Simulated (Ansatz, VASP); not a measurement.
**K: VASP beside Ansatz**

Contents of POSCAR:

```
K
1.0
   -2.6105770000      2.6105770000      2.6105770000
    2.6105770000     -2.6105770000      2.6105770000
    2.6105770000      2.6105770000     -2.6105770000
K
1
Direct
    0.0000000000      0.0000000000      0.0000000000
```

File INCAR.step1:

```
  ALGO = Normal
  EDIFF = 1E-4
  ENCUT = 520
  GGA = PE
  ISMEAR = -1
  LASPH = True
  LCHARG = False
  LREAL = False
  LWAVE = True
  NBANDS = 10
  NELM = 80
  PREC = Accurate
  SIGMA = 0.1
```

File INCAR.step2:

```
  ALGO = Normal
  EDIFF = 1E-6
  ENCUT = 520
  ISIF = 2
  ISMEAR = -1
  ISTART = 1
  LASPH = True
  LCHARG = True
  LELF = True
  LMIXTAU = True
  LREAL = False
  LVHAR = True
  LWAVE = False
  METAGGA = R2SCAN
  NBANDS = 10
  NELM = 80
  PREC = Accurate
  SIGMA = 0.1
```

File KPOINTS:

```
k-points
0
Gamma
  5 5 5
```

Input for Ansatz:

```yaml
crystal:
  lattice:
    - [-2.610577, 2.610577, 2.610577]
    - [2.610577, -2.610577, 2.610577]
    - [2.610577, 2.610577, -2.610577]
  atoms:
    - { symbol: K, position: [0.0, 0.0, 0.0] }
  symmetry: { tolerance: 0.0003 }
kpoints:
  mp_grid: { grid: [5, 5, 5], shift: [0, 0, 0] }
magnetization:
  spin_polarized: false
scf:
  occupations: { method: fermi_dirac }
hamiltonian:
  pseudopotentials: { kind: paw }
  xc: r2scan
basis:
  ecutwfc: 500
output:
  forces: true
  stress: true
  eigenvalues: true
```

Alike in both runs: task single point; functional r2SCAN; k mesh 5 × 5 × 5; no spin polarisation.

```csv
,VASP,Ansatz
version,VASP 6.6.1,Ansatz 0.2.0
potentials or method,"VASP PAW PBE potentials, release 64 (K_sv)",PAW plane waves
plane-wave cutoff (eV),520,500
occupations,"fermi-dirac, width 0.1 eV",fermi-dirac
valence electrons in the cell,9,9
```

|  | VASP | Ansatz | Ansatz less VASP |
| --- | --- | --- | --- |
| gap on the k mesh at the Fermi level (eV) | none | none | - |
| pressure (GPa) | 0.3 | 0.3 | +0.02 |

A gap of «none» marks a metal or a gap that the smearing closes.

Caveats: the PAW data sets were made with another functional, which shifts forces and pressure a little (VASP).
